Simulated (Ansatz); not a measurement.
Crystal: I.

```xyz
4
Lattice="3.6350 -2.3950 0.0000 3.6350 2.3950 0.0000 0.0000 0.0000 9.7934" Properties=species:S:1:pos:R:3 pbc="T T T"
I     3.6350   -0.7152    3.7646
I     3.6350    1.6799    1.1321
I     3.6350    0.7152    6.0288
I     3.6350   -1.6799    8.6613
```

- Program: Ansatz 0.2.0
- Task: relaxation of cell and atoms
- Functional: RPBE
- Dispersion: D4
- Potentials or basis: Ansatz PAW
- Cutoff: 420 eV (not typed: the program's choice for these potentials)
- k mesh: 7 × 7 × 3
- Occupations: fermi-dirac, width 0.05 eV
- Spin: no spin polarisation

At the start: volume 42.63 Å³/atom.

Question: How do energy, volume and symmetry change on relaxing?

Answer: It ends after 8 steps and the volume is 37.53 Å³/atom (-12.0 %); space group Cmce (No. 64, to 0.05 Å).

The path:
```csv
step,energy change (eV),largest force (eV/Å),volume (Å³)
1,0.0000,0.9154,170.52
2,-0.1189,0.4199,152.13
3,-0.1700,0.2707,154.20
4,-0.2187,0.0238,151.54
5,-0.2201,0.0125,149.89
6,-0.2216,0.0100,149.84
7,-0.2217,0.0052,150.12
8,-0.2200,0.0053,150.12
```

Final structure:
```yaml
crystal:
  lattice:
    - [3.51216, -2.22490, 0.00000]
    - [3.51216, 2.22490, 0.00000]
    - [0.00000, 0.00000, 9.60572]
  atoms:
    - { symbol: I, position: [0.67593, 0.32407, 0.37770] }
    - { symbol: I, position: [0.17593, 0.82407, 0.12230] }
    - { symbol: I, position: [0.32407, 0.67593, 0.62230] }
    - { symbol: I, position: [0.82407, 0.17593, 0.87770] }
```

Caveat: the plane-wave basis is chosen anew once the cell has moved, so the energies of steps on either side of that aren't comparable; the volume moved by -12 % from the deposited cell, more than functionals usually miss; the PAW data sets come from PBE, with cores solved anew for the run's functional, which leaves a small shift of forces and pressure.
